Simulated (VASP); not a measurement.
# Tl (P6_3/mmc) in VASP: further runs

The runs below take Tl through single point, with PBEsol.

Everything below comes from runs of VASP 6.6.1. Logs are shortened: lines on timing, memory, paths and dates and some standing lists are left out, and cuts for length are marked.

## Step 1: Starting point

Symmetry: P6_3/mmc, No. 194, hexagonal system. Conventional cell: a = 3.456 Å, b = 3.456 Å, c = 5.525 Å, α = 90.00°, β = 90.00°, γ = 120.00°. Tl (site symmetry -6m2) has 12 Tl at 3.41 to 3.46 Å as nearest neighbours.

## Step 2: Single point, PBEsol

INCAR

```
PREC = Accurate ; ENCUT = 400
EDIFF = 1E-6 ; ISMEAR = 1
SIGMA = 0.1 ; LREAL = F
LASPH = T ; NELM = 100
ALGO = Normal ; ISIF = 2
LWAVE = F ; LCHARG = F
GGA = PS ; NBANDS = 20
ADDGRID = F
```

KPOINTS

```
Automatic mesh
0
Gamma
  12 12 6
```

POSCAR

```
Tl
1.0
    3.4560000000      0.0000000000      0.0000000000
   -1.7280000000      2.9929837955      0.0000000000
    0.0000000000      0.0000000000      5.5250000000
Tl
2
Direct
    0.6666666667      0.3333333333      0.7500000000
    0.3333333333      0.6666666667      0.2500000000
```

Potentials or basis: VASP PAW PBE potentials, release 64 (Tl_d).

Command:

```sh
$ cat potpaw_PBE.64/Tl_d/POTCAR > POTCAR
$ mpirun -np 1 vasp_std > vasp.out
```

OUTCAR:

```text
PREC = Accurate
   ENCUT = 400
   EDIFF = 1E-6
   ISMEAR = 1
   LREAL = F
   LASPH = T
   NELM = 100
   ISIF = 2
   GGA = PS

 Found     76 irreducible k-points:

 Following reciprocal coordinates:
            Coordinates               Weight
  0.000000  0.000000  0.000000      1.000000
  0.083333  0.000000  0.000000      6.000000
  0.166667  0.000000  0.000000      6.000000
  0.250000  0.000000  0.000000      6.000000
  0.333333  0.000000  0.000000      6.000000
  0.416667  0.000000  0.000000      6.000000
   k-points           NKPTS =     76   k-points in BZ     NKDIM =     76   number of bands    NBANDS=     20
   number of dos      NEDOS =    301   number of ions     NIONS =      2
   total plane-waves  NPLWV =  20736
   dimension x,y,z NGX =    24 NGY =   24 NGZ =   36
   dimension x,y,z NGXF=    48 NGYF=   48 NGZF=   72
   ions per type =               2
   NGX,Y,Z   is equivalent  to a cutoff of  11.54, 11.54, 10.83 a.u.
   NGXF,Y,Z  is equivalent  to a cutoff of  23.09, 23.09, 21.66 a.u.
 SYSTEM =  unknown system
   PREC   = accura    normal or accurate (medium, high low for compatibility)
   ISTART =      0    job   : 0-new  1-cont  2-samecut
   ICHARG =      2    charge: 1-file 2-atom 10-const
   ISPIN  =      1    spin polarized calculation?
   LNONCOLLINEAR =      F non collinear calculations
   LSORBIT =      F    spin-orbit coupling
   LASPH  =      T    aspherical Exc in radial PAW
   ENCUT  =  400.0 eV  29.40 Ry    5.42 a.u.   5.64  5.64  9.01*2*pi/ulx,y,z
   NELM   =    100;   NELMIN=  2; NELMDL= -5     # of ELM steps
   EDIFF  = 0.1E-05   stopping-criterion for ELM
   LREAL  =      F    real-space projection
   EDIFFG = 0.1E-04   stopping-criterion for IOM
   NSW    =      0    number of steps for IOM
   IBRION =     -1    ionic relax: 0-MD 1-quasi-New 2-CG
   NFREE  =      0    steps in history (QN), initial steepest desc. (CG)
   ISIF   =      2    stress and relaxation
   ISYM   =      2    0-nonsym 1-usesym 2-fastsym
   POTIM  = 0.5000    time-step for ionic-motion
   TEBEG  =    0.0;   TEEND  =   0.0 temperature during run
   PSTRESS=    0.0 pullay stress
   NELECT =      26.0000    total number of electrons
   NUPDOWN=      -1.0000    fix difference up-down
   EMIN   =  10.00;   EMAX   =-10.00  energy-range for DOS
   EFERMI =   0.00;   METHOD = LEGACY
   ISMEAR =     1;   SIGMA  =   0.10  broadening in eV -4-tet -1-fermi 0-gaus
   EFERMI_NEDOS =   21; number of points for ismear=-14 and -15
   IALGO  =     38    algorithm
   IMIX   =      4    mixing-type and parameters
     AMIX     =   0.40;   BMIX     =  1.00
     AMIX_MAG =   1.60;   BMIX_MAG =  1.00
  volume/ion in A,a.u.               =      28.57       192.83
  Fermi-wavevector in a.u.,A,eV,Ry     =   1.259107  2.379366 21.569987  1.585349
  Thomas-Fermi vector in A             =   2.392683
   LORBIT       =      0    0 simple, 1 ext, 2 COOP (PROOUT), +10 PAW based schemes
   GGA     = PS    functional components
   LHFCALC =     F    Hartree Fock is set to
   AEXX    =    0.0000 exact exchange contribution
   IVDW    =     0    specifies the selected vdW correction
   LEPSILON=     F    determine dielectric tensor
   LRPA    =     F    only Hartree local field effects (RPA)
 non-spin polarized calculation
 Methfessel and Paxton  Order N= 1 SIGMA  =   0.10
  energy-cutoff  :      400.00
  volume of cell :       57.15
 maximum number of plane-waves:      1087
 NGX is ok and might be reduce to    24
   NGX = 11   NGY = 11   NGZ = 19

 number of electron      25.9999998 magnetization

 Free energy of the ion-electron system (eV)
  ---------------------------------------------------
  ext. energy  EPLUGINS =         0.00000000
  ---------------------------------------------------
  free energy    TOTEN  =        -5.26680984 eV

  energy without entropy =       -5.26739736  energy(sigma->0) =       -5.26700568

 E-fermi :   6.3502     XC(G=0): -10.3691

 val. band max:        6.2891857578   @ k =   0.3333   0.1667   0.3333
 cond. band min:       6.3906593087   @ k =   0.2500   0.1667   0.0000
 fundamental gap:      0.1014735509
 Fermi energy:         6.3502061209

 k-point     1 :       0.0000    0.0000    0.0000
  band No.  band energies     occupation
      1      -5.3521      2.00000
      2      -5.1146      2.00000
      3      -5.0998      2.00000
      4      -5.0998      2.00000
      5      -5.0456      2.00000
      6      -5.0456      2.00000
[... 12 lines left out ...]
     19      17.1994      0.00000
     20      17.3085      0.00000

 k-point     2 :       0.0833    0.0000    0.0000
  band No.  band energies     occupation
      1      -5.3283      2.00000
      2      -5.1472      2.00000
      3      -5.0697      2.00000
      4      -5.0617      2.00000
      5      -5.0464      2.00000
      6      -5.0176      2.00000
[... 12 lines left out ...]
     19      17.3032      0.00000
     20      17.8576      0.00000

 k-point     3 :       0.1667    0.0000    0.0000
  band No.  band energies     occupation
      1      -5.3037      2.00000
      2      -5.1594      2.00000
      3      -5.0653      2.00000
      4      -5.0473      2.00000
      5      -5.0265      2.00000
      6      -4.9870      2.00000
[... 12 lines left out ...]
     19      16.7578      0.00000
     20      18.2257      0.00000

 k-point     4 :       0.2500    0.0000    0.0000
  band No.  band energies     occupation
      1      -5.3472      2.00000
      2      -5.1546      2.00000
      3      -5.1297      2.00000
      4      -5.0704      2.00000
      5      -5.0404      2.00000
      6      -4.8905      2.00000
[... 12 lines left out ...]
     19      16.0601      0.00000
     20      17.3753      0.00000

 k-point     5 :       0.3333    0.0000    0.0000
  band No.  band energies     occupation
      1      -5.4092      2.00000
      2      -5.2208      2.00000
      3      -5.1937      2.00000
      4      -5.1110      2.00000
      5      -4.9736      2.00000
      6      -4.8750      2.00000
[... 12 lines left out ...]
     19      15.3081      0.00000
     20      16.7098      0.00000

 k-point     6 :       0.4167    0.0000    0.0000
  band No.  band energies     occupation
      1      -5.4558      2.00000
      2      -5.2901      2.00000
      3      -5.2297      2.00000
      4      -5.1392      2.00000
      5      -4.9258      2.00000
      6      -4.9114      2.00000
[... 12 lines left out ...]
     19      14.7886      0.00000
     20      16.3041      0.00000

 [... further k-points ...]
[... 5 lines left out ...]
  --------------------------------------------------------------------------------------
  -------------------------------------------------------------------------------------
  Total        0.1212275      0.1212275     -0.1732855     -0.0000000      0.0000000      0.0000000
  in kB        3.3986111      3.3986111     -4.8580557     -0.0000000      0.0000000      0.0000000
  external PRESSURE =       0.6463888 kB  Pullay stress =       0.0000000 kB

 VOLUME and BASIS-vectors are now :
 -----------------------------------------------------------------------------
  energy-cutoff  :      400.00
  volume of cell :       57.15
      direct lattice vectors                 reciprocal lattice vectors
     3.456000000  0.000000000  0.000000000     0.289351852  0.167057370  0.000000000
    -1.728000000  2.992983795  0.000000000     0.000000000  0.334114739  0.000000000
     0.000000000  0.000000000  5.525000000     0.000000000  0.000000000  0.180995475

 POSITION                                       TOTAL-FORCE (eV/Angst)
 -----------------------------------------------------------------------------------
      1.72800      0.99766      4.14375        -0.000000     -0.000000      0.000000
     -0.00000      1.99532      1.38125         0.000000      0.000000      0.000000
 -----------------------------------------------------------------------------------
    total drift:                               -0.000000      0.000000     -0.000000

  FREE ENERGIE OF THE ION-ELECTRON SYSTEM (eV)
  ---------------------------------------------------
  free  energy   TOTEN  =        -5.2668098439 eV

  energy  without entropy=       -5.2673973615  energy(sigma->0) =       -5.26700568
```

It took 20 s on 1 thread of Intel Xeon Platinum 8488C (Sapphire Rapids), shared host; peak memory 0.17 GiB.

The run converged, but some of its settings lie outside the range that counts as converged, so its numbers aren't taken as properties of the crystal.

What came out:

- Free energy: -5.2668 eV
- Pressure: 0.1 GPa
- Band gap on the k mesh: none (metal or under the smearing width)

Caveat: the PAW data sets were made with another functional, which shifts forces and pressure a little.

## Step 3: Single point, PBEsol

INCAR: that of step 2 with these lines changed.

```diff
@@ -1,2 +1,2 @@
-PREC = Accurate ; ENCUT = 400
+PREC = Accurate ; ENCUT = 450
 EDIFF = 1E-6 ; ISMEAR = 1
```

KPOINTS is that of step 2.

POSCAR is that of step 2.

Potentials or basis: VASP PAW PBE potentials, release 64 (Tl_d).

Command:

```sh
$ cat potpaw_PBE.64/Tl_d/POTCAR > POTCAR
$ mpirun -np 1 vasp_std > vasp.out
```

OUTCAR:

```text
PREC = Accurate
   ENCUT = 450
   EDIFF = 1E-6
   ISMEAR = 1
   LREAL = F
   LASPH = T
   NELM = 100
   ISIF = 2
   GGA = PS

 Found     76 irreducible k-points:

 Following reciprocal coordinates:
            Coordinates               Weight
  0.000000  0.000000  0.000000      1.000000
  0.083333  0.000000  0.000000      6.000000
  0.166667  0.000000  0.000000      6.000000
  0.250000  0.000000  0.000000      6.000000
  0.333333  0.000000  0.000000      6.000000
  0.416667  0.000000  0.000000      6.000000
   k-points           NKPTS =     76   k-points in BZ     NKDIM =     76   number of bands    NBANDS=     20
   number of dos      NEDOS =    301   number of ions     NIONS =      2
   total plane-waves  NPLWV =  23040
   dimension x,y,z NGX =    24 NGY =   24 NGZ =   40
   dimension x,y,z NGXF=    48 NGYF=   48 NGZF=   80
   ions per type =               2
   NGX,Y,Z   is equivalent  to a cutoff of  11.54, 11.54, 12.04 a.u.
   NGXF,Y,Z  is equivalent  to a cutoff of  23.09, 23.09, 24.07 a.u.
 SYSTEM =  unknown system
   PREC   = accura    normal or accurate (medium, high low for compatibility)
   ISTART =      0    job   : 0-new  1-cont  2-samecut
   ICHARG =      2    charge: 1-file 2-atom 10-const
   ISPIN  =      1    spin polarized calculation?
   LNONCOLLINEAR =      F non collinear calculations
   LSORBIT =      F    spin-orbit coupling
   LASPH  =      T    aspherical Exc in radial PAW
   ENCUT  =  450.0 eV  33.07 Ry    5.75 a.u.   5.98  5.98  9.56*2*pi/ulx,y,z
   NELM   =    100;   NELMIN=  2; NELMDL= -5     # of ELM steps
   EDIFF  = 0.1E-05   stopping-criterion for ELM
   LREAL  =      F    real-space projection
   EDIFFG = 0.1E-04   stopping-criterion for IOM
   NSW    =      0    number of steps for IOM
   IBRION =     -1    ionic relax: 0-MD 1-quasi-New 2-CG
   NFREE  =      0    steps in history (QN), initial steepest desc. (CG)
   ISIF   =      2    stress and relaxation
   ISYM   =      2    0-nonsym 1-usesym 2-fastsym
   POTIM  = 0.5000    time-step for ionic-motion
   TEBEG  =    0.0;   TEEND  =   0.0 temperature during run
   PSTRESS=    0.0 pullay stress
   NELECT =      26.0000    total number of electrons
   NUPDOWN=      -1.0000    fix difference up-down
   EMIN   =  10.00;   EMAX   =-10.00  energy-range for DOS
   EFERMI =   0.00;   METHOD = LEGACY
   ISMEAR =     1;   SIGMA  =   0.10  broadening in eV -4-tet -1-fermi 0-gaus
   EFERMI_NEDOS =   21; number of points for ismear=-14 and -15
   IALGO  =     38    algorithm
   IMIX   =      4    mixing-type and parameters
     AMIX     =   0.40;   BMIX     =  1.00
     AMIX_MAG =   1.60;   BMIX_MAG =  1.00
  volume/ion in A,a.u.               =      28.57       192.83
  Fermi-wavevector in a.u.,A,eV,Ry     =   1.259107  2.379366 21.569987  1.585349
  Thomas-Fermi vector in A             =   2.392683
   LORBIT       =      0    0 simple, 1 ext, 2 COOP (PROOUT), +10 PAW based schemes
   GGA     = PS    functional components
   LHFCALC =     F    Hartree Fock is set to
   AEXX    =    0.0000 exact exchange contribution
   IVDW    =     0    specifies the selected vdW correction
   LEPSILON=     F    determine dielectric tensor
   LRPA    =     F    only Hartree local field effects (RPA)
 non-spin polarized calculation
 Methfessel and Paxton  Order N= 1 SIGMA  =   0.10
  energy-cutoff  :      450.00
  volume of cell :       57.15
 maximum number of plane-waves:      1260
 NGX is ok and might be reduce to    24
   NGX = 11   NGY = 11   NGZ = 19

 number of electron      25.9999996 magnetization

 Free energy of the ion-electron system (eV)
  ---------------------------------------------------
  ext. energy  EPLUGINS =         0.00000000
  ---------------------------------------------------
  free energy    TOTEN  =        -5.26713002 eV

  energy without entropy =       -5.26771624  energy(sigma->0) =       -5.26732543

 E-fermi :   6.3503     XC(G=0): -10.3690

 val. band max:        6.2893250349   @ k =   0.3333   0.1667   0.3333
 cond. band min:       6.3906845518   @ k =   0.2500   0.1667   0.0000
 fundamental gap:      0.1013595169
 Fermi energy:         6.3503039646

 k-point     1 :       0.0000    0.0000    0.0000
  band No.  band energies     occupation
      1      -5.3522      2.00000
      2      -5.1147      2.00000
      3      -5.0998      2.00000
      4      -5.0998      2.00000
      5      -5.0456      2.00000
      6      -5.0456      2.00000
[... 12 lines left out ...]
     19      17.1994      0.00000
     20      17.3087      0.00000

 k-point     2 :       0.0833    0.0000    0.0000
  band No.  band energies     occupation
      1      -5.3284      2.00000
      2      -5.1474      2.00000
      3      -5.0699      2.00000
      4      -5.0618      2.00000
      5      -5.0465      2.00000
      6      -5.0177      2.00000
[... 84 lines left out ...]
 k-point     6 :       0.4167    0.0000    0.0000
  band No.  band energies     occupation
      1      -5.4559      2.00000
      2      -5.2902      2.00000
      3      -5.2298      2.00000
      4      -5.1393      2.00000
      5      -4.9259      2.00000
      6      -4.9115      2.00000
[... 12 lines left out ...]
     19      14.7888      0.00000
     20      16.3041      0.00000

 [... further k-points ...]
[... 5 lines left out ...]
  --------------------------------------------------------------------------------------
  -------------------------------------------------------------------------------------
  Total        0.1557150      0.1557150     -0.1373315      0.0000000     -0.0000000      0.0000000
  in kB        4.3654668      4.3654668     -3.8500849      0.0000000     -0.0000000      0.0000000
  external PRESSURE =       1.6269496 kB  Pullay stress =       0.0000000 kB

 VOLUME and BASIS-vectors are now :
 -----------------------------------------------------------------------------
  energy-cutoff  :      450.00
  volume of cell :       57.15
      direct lattice vectors                 reciprocal lattice vectors
     3.456000000  0.000000000  0.000000000     0.289351852  0.167057370  0.000000000
    -1.728000000  2.992983795  0.000000000     0.000000000  0.334114739  0.000000000
     0.000000000  0.000000000  5.525000000     0.000000000  0.000000000  0.180995475

 POSITION                                       TOTAL-FORCE (eV/Angst)
 -----------------------------------------------------------------------------------
      1.72800      0.99766      4.14375         0.000000     -0.000000      0.000000
     -0.00000      1.99532      1.38125        -0.000000      0.000000      0.000000
 -----------------------------------------------------------------------------------
    total drift:                               -0.000000      0.000000     -0.000000

  FREE ENERGIE OF THE ION-ELECTRON SYSTEM (eV)
  ---------------------------------------------------
  free  energy   TOTEN  =        -5.2671300223 eV

  energy  without entropy=       -5.2677162365  energy(sigma->0) =       -5.26732543
```

OSZICAR:

```text
N       E                     dE             d eps       ncg     rms          rms(c)
DAV:   1     0.121289169897E+03    0.12129E+03   -0.13186E+04  3072   0.110E+03
DAV:   2    -0.297305333500E+01   -0.12426E+03   -0.12176E+03  3312   0.258E+02
DAV:   3    -0.532760496217E+01   -0.23546E+01   -0.23447E+01  3524   0.315E+01
DAV:   4    -0.534170723810E+01   -0.14102E-01   -0.14101E-01  3256   0.270E+00
DAV:   5    -0.534189743432E+01   -0.19020E-03   -0.19019E-03  3396   0.307E-01    0.301E+00
DAV:   6    -0.527890395517E+01    0.62993E-01   -0.10801E-01  3216   0.255E+00    0.212E+00
DAV:   7    -0.526797141284E+01    0.10933E-01   -0.39836E-02  3292   0.154E+00    0.838E-01
DAV:   8    -0.526712643442E+01    0.84498E-03   -0.24673E-03  3192   0.376E-01    0.480E-02
DAV:   9    -0.526712803467E+01   -0.16003E-05   -0.16134E-05  3432   0.344E-02    0.135E-02
DAV:  10    -0.526712995132E+01   -0.19167E-05   -0.22131E-06  2592   0.130E-02    0.129E-03
DAV:  11    -0.526713002234E+01   -0.71018E-07   -0.30322E-07  1656   0.432E-03
   1 F= -.52671300E+01 E0= -.52673254E+01  d E =0.586214E-03
```

It took 20 s on 1 thread of Intel Xeon Platinum 8488C (Sapphire Rapids), shared host; peak memory 0.19 GiB.

The run converged, but some of its settings lie outside the range that counts as converged, so its numbers aren't taken as properties of the crystal.

What came out:

- Free energy: -5.2671 eV
- Pressure: 0.2 GPa
- Band gap on the k mesh: none (metal or under the smearing width)

Caveat: the PAW data sets were made with another functional, which shifts forces and pressure a little.

## Step 4: Single point, PBEsol

INCAR: that of step 3 with these lines changed.

```diff
@@ -1,2 +1,2 @@
-PREC = Accurate ; ENCUT = 450
+PREC = Accurate ; ENCUT = 700
 EDIFF = 1E-6 ; ISMEAR = 1
```

KPOINTS

```
Automatic mesh
0
Gamma
  10 10 5
```

POSCAR is that of step 3.

Command:

```sh
$ cat potpaw_PBE.64/Tl_d/POTCAR > POTCAR
$ mpirun -np 1 vasp_std > vasp.out
```

It took 33 s on 1 thread of Intel Xeon Platinum 8488C (Sapphire Rapids), shared host; peak memory 0.22 GiB.

The run converged, but some of its settings lie outside the range that counts as converged, so its numbers aren't taken as properties of the crystal.

What came out:

```
Free energy            : -5.2438 eV
Pressure               : 0.2 GPa
Band gap on the k mesh : none (metal or under the smearing width)
```

Caveat: the PAW data sets were made with another functional, which shifts forces and pressure a little.

## Step 5: The reference run

An earlier run on the cell as given: functional PBE; potentials or basis VASP PAW PBE potentials, release 64 (Tl_d); cutoff 520 eV; k mesh 9 × 9 × 5; occupations fermi-dirac, width 0.05 eV; no spin polarisation.

* Pressure: 3.4 GPa
* Band gap on the k mesh: none (metal or under the smearing width)
